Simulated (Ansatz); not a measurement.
# TaC

```xyz
2
Lattice="0.0000 2.2379 2.2379 2.2379 0.0000 2.2379 2.2379 2.2379 0.0000" Properties=species:S:1:pos:R:3 pbc="T T T"
Ta    0.0000    0.0000    0.0000
C     2.2379    2.2379    2.2379
```

Atom numbers follow the list: Ta1, C2.

The conventional cell has a = 4.476 Å, b = 4.476 Å, c = 4.476 Å, α = 90.00°, β = 90.00°, γ = 90.00°. Ta (atom 1) has 6 C at 2.24 Å as nearest neighbours. Around C (atom 2) lie 6 Ta at 2.24 Å.

The cell was built from the rocksalt type and relaxed in the same program, and has space group Fm-3m; it needn't be a known or the stable phase.

Spin polarisation is left out, and whether a magnetic state lies lower isn't shown here.

No spin–orbit coupling, which matters for the heavy atoms here.

Levels of theory: DFT, PBE, all-electron LAPW, scalar-relativistic (Ansatz 0.2.0); DFT, PBE, PAW with Ansatz's default frozen-core files, scalar-relativistic (Ansatz 0.2.0).

For LAPW: a Γ-centred 14×14×14 k mesh, Fermi–Dirac smearing of 0.03 eV, basis error target 0.25 meV/atom, no spin polarisation. PAW takes a cutoff of 420 eV at this cell. The Ansatz runs share mesh, smearing and spin set-up. Values come from LAPW unless marked.

```
Band gap                                                                                                               : none: with an odd electron count and no spin polarisation the bands can't all be full, a metal in this set-up (spin order or a larger cell could open a gap)
Density of states at the Fermi level (0.2 eV bin)                                                                      : 0.65 states/eV per cell
Löwdin charges (with 0.05 e of the cell spilling out of the atomic basis, so their sizes and signs hang on that basis) : Ta1 0.83, C2 -0.78 e
Bader charges (from the PAW run)                                                                                       : Ta1 +1.91, C2 -1.91 e
Volume per atom                                                                                                        : 11.21 Å³
Pressure at this cell                                                                                                  : -0.02 GPa
```
